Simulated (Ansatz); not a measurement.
**Bi in Ansatz: the effect of target pressure**

Bi:

```
Bi
1.0
     3.48860   -3.13258    0.00000
     3.48860    3.13258    0.00000
    -1.26023    0.00000    3.11355
Bi
2
Direct
  0.75306 0.75306 0.85738
  0.24694 0.24694 0.14262
```

This isn't the form of Bi at room conditions, which is rhombohedral.

Alike in all runs:

- Program: Ansatz 0.2.0
- Task: relaxation of cell and atoms
- Functional: r2SCAN
- Potentials or basis: Ansatz PAW
- Cutoff: 500 eV (not typed: the program's choice for these potentials)
- k mesh: 6 × 6 × 9
- Occupations: fermi-dirac, width 0.05 eV
- Spin: no spin polarisation

Each run relaxes the cell or the atoms first.

```csv
target pressure,relaxed volume (Å³/atom)
0 GPa,35.39
2 GPa,32.42
5 GPa,30.90
10 GPa,28.98
20 GPa,?
30 GPa,24.56
```

**Question.** What does the run with target pressure 20 GPa give?

**Answer.** Relaxed volume 26.39 Å³/atom.

Worked out: A parabola through the other rows of the relaxed volume, of slope -0.197 Å³/atom per GPa there, gives 25.19 Å³/atom, against the run's 26.39. The fit is too stiff a form for this range.

Caveats: the plane-wave basis is chosen anew once the cell has moved, so the energies of steps on either side of that aren't comparable; the PAW data sets come from PBE, with cores solved anew for the run's functional, which leaves a small shift of forces and pressure; the volume moved by over 15 % at a fixed basis, so the end points are rough (some runs).
